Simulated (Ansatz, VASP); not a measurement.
# Ru in VASP and in Ansatz

```
CELL_PARAMETERS angstrom
2.68968 0.00000 0.00000
-1.34484 2.32934 0.00000
0.00000 0.00000 4.25238
ATOMIC_POSITIONS crystal
Ru 0.33333 0.66667 0.25000
Ru 0.66667 0.33333 0.75000
```

Alike in both runs: task single point; functional PBEsol; k mesh 18 × 18 × 10; occupations gaussian, width 0.15 eV; no spin polarisation.

|  | VASP | Ansatz |
| --- | --- | --- |
| version | VASP 6.6.1 | Ansatz 0.2.0 |
| potentials or method | VASP PAW PBE potentials, release 64 (Ru_pv) | scalar-relativistic, plane waves, PAW |
| plane-wave cutoff (eV) | 520 | 420 |
| valence electrons in the cell | 28 | 32 |

Ansatz gave:

* gap on the k mesh at the Fermi level (eV): none
* pressure (GPa): 0.0
* largest component of the traceless stress (GPa): 0.07

Task: Estimate VASP's values.

Result: gap on the k mesh at the Fermi level (eV): none; pressure (GPa): 0.0; largest component of the traceless stress (GPa): 0.08.

A gap of «none» marks a metal or a gap that the smearing closes. The two sets of potentials don't hold the same shells in valence. Ansatz warned: «pseudo_functional_mismatch».

Caveats: the PAW data sets were made with another functional, which shifts forces and pressure a little (VASP).
